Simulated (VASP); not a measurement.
# Tm (Im-3m) in VASP: notebook, part 2 of 2

VASP 6.6.1. Earlier steps stand in the parts before.

## Step 3: Single point, PBE, collinear spin, ferromagnetic start

This run uses another cell than the first one, of the same volume but with other edges.

INCAR reads:

```
ADDGRID  = F            
ALGO     = Normal         # electronic algorithm
EDIFF    = 1E-6           # SCF threshold, eV
ENCUT    = 400            # plane-wave cutoff, eV
GGA      = PE             # functional
ISIF     = 2              # what is computed and relaxed
ISMEAR   = -1             # smearing method
ISPIN    = 2              # spin polarisation
LASPH    = T              # aspherical terms in the spheres
LCHARG   = F              # write CHGCAR
LMAXMIX  = 6              # l up to which the mixer works
LORBIT   = 11             # projections on sites
LREAL    = F              # projectors in reciprocal space
LWAVE    = F              # write WAVECAR
MAGMOM   = 2              # initial moments
NELM     = 100            # most SCF steps
PREC     = Accurate       # precision mode
SIGMA    = 0.1            # smearing width, eV
```

KPOINTS reads:

```
k-points
0
Gamma
  6 6 6
```

POSCAR reads:

```
Tm
1.0
   -1.8621100000      1.9916120000      1.9516370000
    1.9655340000     -2.0016460000      2.0650950000
    1.8577320000      1.9972680000     -1.9616710000
Tm
1
Direct
   -0.0415270000     -0.0161680000     -0.0347540000
```

Potentials or basis: VASP PAW PBE potentials, release 64 (Tm).

On the command line:

```
$ cat potpaw_PBE.64/Tm/POTCAR > POTCAR
$ mpirun -np 1 vasp_std > vasp.out
```

OUTCAR:

```text
EDIFF = 1E-6
   ENCUT = 400
   GGA = PE
   ISIF = 2
   ISMEAR = -1
   ISPIN = 2
   LASPH = T
   LORBIT = 11
   LREAL = F
   NELM = 100
   PREC = Accurate

 Found    112 irreducible k-points:

 Following reciprocal coordinates:
            Coordinates               Weight
  0.000000  0.000000  0.000000      1.000000
  0.166667  0.000000 -0.000000      2.000000
  0.333333  0.000000 -0.000000      2.000000
  0.500000  0.000000 -0.000000      1.000000
 -0.000000  0.166667  0.000000      2.000000
  0.166667  0.166667 -0.000000      2.000000
   k-points           NKPTS =    112   k-points in BZ     NKDIM =    112   number of bands    NBANDS=     16
   number of dos      NEDOS =    301   number of ions     NIONS =      1
[... 314 lines left out ...]
  Total        0.4380940      0.2659857      0.2038023     -0.0052830      0.0329145     -0.3570571
  in kB       22.9327100     13.9234359     10.6683482     -0.2765466      1.7229624    -18.6907074
  external PRESSURE =      15.8414980 kB  Pullay stress =       0.0000000 kB

 VOLUME and BASIS-vectors are now :
 -----------------------------------------------------------------------------
  energy-cutoff  :      400.00
  volume of cell :       30.61
      direct lattice vectors                 reciprocal lattice vectors
    -1.862110000  1.991612000  1.951637000    -0.006468339  0.251318090  0.249752960
     1.965534000 -2.001646000  2.065095000     0.255000420  0.000889619  0.242395002
     1.857732000  1.997268000 -1.961671000     0.262009400  0.250969113 -0.006119362

 POSITION                                       TOTAL-FORCE (eV/Angst)
 -----------------------------------------------------------------------------------
      1.94214      1.86748      2.00880        -0.000000      0.000000      0.000000
 -----------------------------------------------------------------------------------
    total drift:                                0.000029      0.000033     -0.000001

  FREE ENERGIE OF THE ION-ELECTRON SYSTEM (eV)
  ---------------------------------------------------
  free  energy   TOTEN  =        -4.1043516679 eV

  energy  without entropy=       -3.8821748332  energy(sigma->0) =       -3.99326325

 total charge

# of ion       s       p       d       f       tot
--------------------------------------------------
    1        2.217   5.940   0.399  12.511  21.067

 magnetization (x)

# of ion       s       p       d       f       tot
--------------------------------------------------
    1        0.004  -0.030  -0.031   1.278   1.221
```

stdout:

```text
POSCAR found type information on POSCAR Tm
 POSCAR found :  1 types and       1 ions
 scaLAPACK will be used
 LDA part: xc-table for (Slater+PW92), standard interpolation
 POSCAR, INCAR and KPOINTS ok, starting setup
 FFT: planning ... GRIDC
 FFT: planning ... GRID_SOFT
 FFT: planning ... GRID
 WAVECAR not read
 entering main loop
```

It took 3.4 min on 1 thread of Intel Xeon Platinum 8259CL at 2.50GHz (Skylake/Cascade Lake), shared host; peak memory 0.2 GiB.

These settings aren't checked as converged: the numbers below hold their error.

Results:

* Free energy: -4.1044 eV
* Pressure: 1.6 GPa
* Band gap on the k mesh: none (metal or under the smearing width)
* Net moment: 1.15 μB per cell
* Site moments: Tm +1.22 μB
* Valence electrons inside the program's atomic spheres: Tm 21.07

Caveat: the k mesh is coarse (spacing up to 0.38 Å⁻¹), so the values aren't converged; the cutoff is under 1.25 times the usual one of these potentials, so pressure, stress and relaxed cells hold a basis-set (Pulay) error; the magnetic or orbital state may not be the lowest; spin-orbit coupling is left out, which moves the levels of the heavy elements.

## Step 4: Single point, PBE, collinear spin, ferromagnetic start

INCAR, as its differences from that of step 3:

```diff
@@ -17,2 +17,2 @@
 PREC     = Accurate       # precision mode
-SIGMA    = 0.1            # smearing width, eV
+SIGMA    = 0.4            # smearing width, eV
```

KPOINTS is that of step 3.

POSCAR reads:

```
Tm
1.0
   -1.9705499473      1.9705499473      1.9705499473
    1.9705499473     -1.9705499473      1.9705499473
    1.9705499473      1.9705499473     -1.9705499473
Tm
1
Direct
    0.0000000000      0.0000000000      0.0000000000
```

On the command line:

```
$ cat potpaw_PBE.64/Tm/POTCAR > POTCAR
$ mpirun -np 1 vasp_std > vasp.out
```

Wall time 49 s (1 thread of Intel Xeon Platinum 8259CL at 2.50GHz (Skylake/Cascade Lake), shared host); peak memory 0.16 GiB.

The run converged, but some of its settings lie outside the range that counts as converged, so its numbers aren't taken as properties of the crystal.

Results:

```
Free energy                                           : -5.3316 eV
Pressure                                              : 4.3 GPa
Band gap on the k mesh                                : none (metal or under the smearing width)
Net moment                                            : 0.93 μB per cell
Site moments                                          : Tm +0.92 μB
Valence electrons inside the program's atomic spheres : Tm 21.05
```

Caveat: the k mesh is coarse (spacing up to 0.38 Å⁻¹), so the values aren't converged; the cutoff is under 1.25 times the usual one of these potentials, so pressure, stress and relaxed cells hold a basis-set (Pulay) error; the magnetic or orbital state may not be the lowest; spin-orbit coupling is left out, which moves the levels of the heavy elements.

## Step 5: Single point, PBE, collinear spin, ferromagnetic start

This run uses another cell than the first one, of the same volume but with other edges.

INCAR is that of step 4.

KPOINTS is that of step 4.

POSCAR reads:

```
Tm
1.0
   -1.8621100000      1.9916120000      1.9516370000
    1.9655340000     -2.0016460000      2.0650950000
    1.8577320000      1.9972680000     -1.9616710000
Tm
1
Direct
   -0.0415270000     -0.0161680000     -0.0347540000
```

On the command line:

```
$ cat potpaw_PBE.64/Tm/POTCAR > POTCAR
$ mpirun -np 1 vasp_std > vasp.out
```

Wall time 2.3 min (1 thread of Intel Xeon Platinum 8259CL at 2.50GHz (Skylake/Cascade Lake), shared host); peak memory 0.2 GiB.

The run converged, but some of its settings lie outside the range that counts as converged, so its numbers aren't taken as properties of the crystal.

Results:

```
Free energy                                           : -5.3219 eV
Pressure                                              : 3.9 GPa
Band gap on the k mesh                                : none (metal or under the smearing width)
Net moment                                            : 0.93 μB per cell
Site moments                                          : Tm +0.92 μB
Valence electrons inside the program's atomic spheres : Tm 21.05
```

Caveat: the k mesh is coarse (spacing up to 0.38 Å⁻¹), so the values aren't converged; the cutoff is under 1.25 times the usual one of these potentials, so pressure, stress and relaxed cells hold a basis-set (Pulay) error; the magnetic or orbital state may not be the lowest; spin-orbit coupling is left out, which moves the levels of the heavy elements.

## Step 6: Single point, PBE, collinear spin, ferromagnetic start

INCAR, as its differences from that of step 5:

```diff
@@ -17,2 +17,2 @@
 PREC     = Accurate       # precision mode
-SIGMA    = 0.4            # smearing width, eV
+SIGMA    = 0.2            # smearing width, eV
```

KPOINTS is that of step 5.

POSCAR reads:

```
Tm
1.0
   -1.9705499473      1.9705499473      1.9705499473
    1.9705499473     -1.9705499473      1.9705499473
    1.9705499473      1.9705499473     -1.9705499473
Tm
1
Direct
    0.0000000000      0.0000000000      0.0000000000
```

Potentials or basis: VASP PAW PBE potentials, release 64 (Tm).

On the command line:

```
$ cat potpaw_PBE.64/Tm/POTCAR > POTCAR
$ mpirun -np 1 vasp_std > vasp.out
```

It took 38 s on 1 thread of Intel Xeon Platinum 8259CL at 2.50GHz (Skylake/Cascade Lake), shared host; peak memory 0.15 GiB.

The run converged, but some of its settings lie outside the range that counts as converged, so its numbers aren't taken as properties of the crystal.

What came out:

* Free energy: -4.4225 eV
* Pressure: 2.7 GPa
* Band gap on the k mesh: none (metal or under the smearing width)
* Net moment: 1.21 μB per cell
* Site moments: Tm +1.23 μB
* Valence electrons inside the program's atomic spheres: Tm 21.06

Caveat: the k mesh is coarse (spacing up to 0.38 Å⁻¹), so the values aren't converged; the cutoff is under 1.25 times the usual one of these potentials, so pressure, stress and relaxed cells hold a basis-set (Pulay) error; the magnetic or orbital state may not be the lowest; spin-orbit coupling is left out, which moves the levels of the heavy elements.

## Step 7: For comparison

An earlier run on the cell as given: functional PBE; potentials or basis VASP PAW PBE potentials, release 64 (Tm); cutoff 520 eV; k mesh 10 × 10 × 10; occupations fermi-dirac, width 0.05 eV; collinear spin, ferromagnetic start; starting moments [2.0] μB.

* Pressure: 2.8 GPa
* Band gap on the k mesh: none (metal or under the smearing width)
* Net moment: 1.14 μB per cell
* Site moments: Tm +1.22 μB
* Valence electrons inside the program's atomic spheres: Tm 21.06
